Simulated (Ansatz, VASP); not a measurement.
Two plane-wave programs on HgTe

File INCAR:

```
  PREC = Accurate
  ENCUT = 520
  EDIFF = 1E-6
  ISMEAR = 0
  SIGMA = 0.1
  LREAL = F
  LASPH = T
  NELM = 100
  ALGO = Normal
  ISIF = 2
  LWAVE = F
  LCHARG = F
  GGA = PS
  NBANDS = 16
```

KPOINTS

```
Automatic mesh
0
Gamma
  10 10 10
```

POSCAR

```
HgTe
1.0
    0.0000000000      3.0771170000      3.0771170000
    3.0771170000      0.0000000000      3.0771170000
    3.0771170000      3.0771170000      0.0000000000
Hg Te
1 1
Direct
   -0.0243734639      0.0243734639      0.0243734639
    0.5000000000      0.5000000000      0.5000000000
```

Input for Ansatz:

```yaml
crystal:
  lattice:
    - [0.0, 3.077117, 3.077117]
    - [3.077117, 0.0, 3.077117]
    - [3.077117, 3.077117, 0.0]
  atoms:
    - { symbol: Hg, position: [-0.0243734639, 0.0243734639, 0.0243734639] }
    - { symbol: Te, position: [0.5, 0.5, 0.5] }
basis:
  ecutwfc: 420
kpoints:
  mp_grid: { grid: [10, 10, 10] }
hamiltonian:
  xc: pbesol
scf:
  occupations: { method: gaussian, width: 0.1 }
output:
  forces: true
  stress: true
  eigenvalues: true
```

Change from the starting cell: one atom moved.

Alike in both runs: task single point; functional PBEsol; k mesh 10 × 10 × 10; occupations gaussian, width 0.1 eV; no spin polarisation.

|  | VASP | Ansatz |
| --- | --- | --- |
| version | VASP 6.6.1 | Ansatz 0.2.0 |
| potentials or method | VASP PAW PBE potentials, release 64 (Hg, Te) | scalar-relativistic, plane waves, PAW |
| plane-wave cutoff (eV) | 520 | 420 |
| valence electrons in the cell | 18 | 36 |

|  | VASP | Ansatz | Ansatz less VASP |
| --- | --- | --- | --- |
| gap on the k mesh at the Fermi level (eV) | none | none | - |
| pressure (GPa) | -3.2 | -3.3 | -0.14 |
| largest component of the traceless stress (GPa) | 0.70 | 0.69 | -0.012 |
| rms of the force components (eV/Å) | 0.142 | 0.139 | -0.0033 |

Atom by atom the forces differ by 0.003 eV/Å (rms over components). A gap of «none» marks a metal or a gap that the smearing closes. With one functional, cell and mesh, what is left measures potentials, basis and numerics. The two sets of potentials don't hold the same shells in valence.

Caveats: the PAW data sets were made with another functional, which shifts forces and pressure a little (VASP). Spin-orbit coupling is left out, which matters for the levels of Hg, Te.
